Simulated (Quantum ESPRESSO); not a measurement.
FeO:

```
Fe O
1.0
     1.51768    0.87623    2.51579
    -1.51768    0.87623    2.51579
     0.00000   -1.75247    2.51579
Fe O
1 1
Cartesian
  0.0000 0.0000 0.0000
  0.0000 0.0000 3.7737
```

- Program: Quantum ESPRESSO 7.5
- Task: phonons
- Functional: PBEsol
- Potentials or basis: PseudoDojo 0.4.1 SR PBEsol standard
- Cutoff: 1225 eV
- Density cutoff: 4898 eV
- k mesh: 6 × 6 × 6, shifted
- Occupations: fermi-dirac, width 0.05 eV
- Spin: collinear spin, ferromagnetic start
- Starting moments: [3.0, 0.0] μB
- Mixing beta: 0.3
- Most SCF iterations: 120
- SCF threshold: 4e-10 Ry

Task: What is the highest optical frequency at the zone centre?

Result: 224 cm⁻¹, a mode of symmetry Eu (IR).

Optical modes at Γ, degenerate ones joined:
| cm⁻¹ | components | symmetry | active in |
| --- | --- | --- | --- |
| 224 | 1 | A2u | IR |
| 224 | 2 | Eu | IR |

Caveat: the k mesh is coarse (spacing up to 0.42 Å⁻¹), so the values aren't converged; the mesh is thin for the phonons of a metal; the cell is more than 3 GPa from zero pressure, which shifts response properties; before the sum rule the acoustic modes lie tens of cm⁻¹ from zero, a sign that the density grid also shifts the optical modes; a cell with one magnetic atom can't hold antiferromagnetic order, which such compounds often take.
